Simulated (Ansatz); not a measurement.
Crystal: GaN.

```
Ga N
1.0
     0.00000    2.25350    2.25350
     2.25350    0.00000    2.25350
     2.25350    2.25350    0.00000
Ga N
1 1
Direct
  0.00000 0.00000 0.00000
  0.25000 0.25000 0.25000
```

The cell is a database's computed one.

```yaml
Program: Ansatz 0.2.0
Task: relaxation of cell and atoms
Functional: revPBE
Potentials_or_basis: Ansatz PAW
Cutoff: "420 eV (not typed: the program's choice for these potentials)"
k_mesh: 10 × 10 × 10
Occupations: fermi-dirac, width 0.05 eV
Spin: no spin polarisation
```

At the start: volume 11.44 Å³/atom.

Question: How do energy, volume and symmetry change on relaxing?

Answer: It ends after 7 steps and the volume is 11.96 Å³/atom (+4.6 %); space group F-43m (No. 216, to 0.05 Å).

The path:
| step | energy change (eV) | largest force (eV/Å) | volume (Å³) |
| --- | --- | --- | --- |
| 1 | 0.0000 | 0.0000 | 22.89 |
| 2 | -0.0186 | 0.0000 | 23.47 |
| 3 | -0.0217 | 0.0000 | 23.87 |
| 4 | -0.0216 | 0.0000 | 23.90 |
| 5 | -0.0252 | 0.0000 | 23.90 |
| 6 | -0.0251 | 0.0000 | 23.93 |
| 7 | -0.0251 | 0.0000 | 23.93 |

Final structure:
```xyz
2
Lattice="0.0000 2.2872 2.2872 2.2872 0.0000 2.2872 2.2872 2.2872 0.0000" Properties=species:S:1:pos:R:3 pbc="T T T"
Ga    0.0000    0.0000    0.0000
N     1.1436    1.1436    1.1436
```

Caveat: the plane-wave basis is chosen anew once the cell has moved, so the energies of steps on either side of that aren't comparable; the pressure holds a Pulay correction of +0.5 GPa for the finite cutoff; the PAW data sets come from PBE, with cores solved anew for the run's functional, which leaves a small shift of forces and pressure.
